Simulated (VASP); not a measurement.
## HfS2: relaxation of shape and atoms at fixed volume with PBEsol

HfS2:

```
CELL_PARAMETERS angstrom
3.56365 0.00000 0.00000
-1.78183 3.08621 0.00000
0.00000 0.00000 5.91190
ATOMIC_POSITIONS crystal
Hf 0.00000 0.00000 0.00000
S 0.66667 0.33333 0.75686
S 0.33333 0.66667 0.24314
```

The cell is a database's computed one.

The cell isn't the ideal one: a relaxed cell with its volume scaled by 0.98.

| Quantity | Value |
| --- | --- |
| Program | VASP 6.6.1 |
| Task | relaxation of shape and atoms at fixed volume |
| Functional | PBEsol |
| Potentials or basis | VASP PAW PBE potentials, release 64 (Hf_pv, S) |
| Cutoff | 600 eV |
| k mesh | 9 × 9 × 5 |
| Occupations | gaussian, width 0.03 eV |
| Spin | no spin polarisation |
| Further INCAR settings | ALGO = Normal; EDIFF = 1e-07; IBRION = 2; EDIFFG = -0.01; NSW = 40; ISIF = 4 |

The energy gained by relaxing is 2.5 meV/atom. The ionic steps are 5. The pressure after relaxing is 0.3 GPa and the largest force after relaxing is 0.006 eV/Å. The band gap on the k mesh is 0.91 eV, indirect (least direct gap 1.82 eV).

Forces in eV/Å, atoms in the order of the input:
```
Hf   0.000  0.000  0.000
S    0.000  0.000  0.006
S    0.000  0.000 -0.006
```

The path:
```tsv
step	energy change (eV)	largest force (eV/Å)	pressure (GPa)
1	0.0000	0.2643	2.14
2	-0.0050	0.1091	1.29
3	-0.0063	0.0243	0.57
4	-0.0073	0.0124	0.41
5	-0.0074	0.0056	0.31
```

Final structure:
```
Hf S
1.0
     3.58173    0.00000    0.00000
    -1.79087    3.10187    0.00000
     0.00000    0.00000    5.85236
Hf S
1 2
Direct
  0.00000 0.00000 0.00000
  0.66667 0.33333 0.75238
  0.33333 0.66667 0.24762
```

Levels at points of the mesh, in eV from the valence-band top:
| k point | band 7 | band 8 | band 9 | band 10 | band 11 | band 12 | band 13 | band 14 | band 15 |
| --- | --- | --- | --- | --- | --- | --- | --- | --- | --- |
| (0.00, 0.00, 0.00) | -2.82 | -2.82 | -0.04 | -0.04 | -0.01 | 1.92 | 1.92 | 2.46 | 5.41 |

Wall time 67 s on 1 thread of Intel(R) Xeon(R) 6975P-C (Granite Rapids), on a shared host, peak memory 0.23 GiB.

Caveat: the PAW data sets were made with another functional, which shifts forces and pressure a little; spin-orbit coupling is left out, which moves the levels of the heavy elements; an odd mesh through Γ misses points on the zone boundary, where band edges often lie; this functional lacks dispersion, which binds the layers, so the pressure and a relaxed spacing across them are unreliable.
